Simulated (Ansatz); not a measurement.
GaN:

```
Ga N
1.0
     0.00000    2.25350    2.25350
     2.25350    0.00000    2.25350
     2.25350    2.25350    0.00000
Ga N
1 1
Cartesian
  0.0000 0.0000 0.0000
  1.1268 1.1268 1.1268
```

The cell is a database's computed one.

Program: Ansatz 0.2.0. Alike in all runs: potentials or basis Ansatz PAW; cell as given; k mesh 10 × 10 × 10. Hardware: 2 threads of Arm Neoverse V2 (shared host).

Order these runs on this cell by their wall time, lowest first.
A. task single point; level PBE; spin off; cutoff (eV) 300; smearing fermi-dirac 0.05 eV
B. task Born charges and dielectric tensor; level r2SCAN; spin off; cutoff (eV) 500; smearing fixed
C. task band structure; level LDA; spin SOC, no magnetisation; cutoff (eV) 420; smearing fermi-dirac 0.05 eV; points for each segment of the path 14
D. task band structure; level BPBE; spin off; cutoff (eV) 420; smearing fermi-dirac 0.05 eV; points for each segment of the path 14

A (0.66 s), D (2.2 s), C (8.5 s), B (36 s).

Caveats: the cutoff lies under the one recommended for these potentials (some runs).
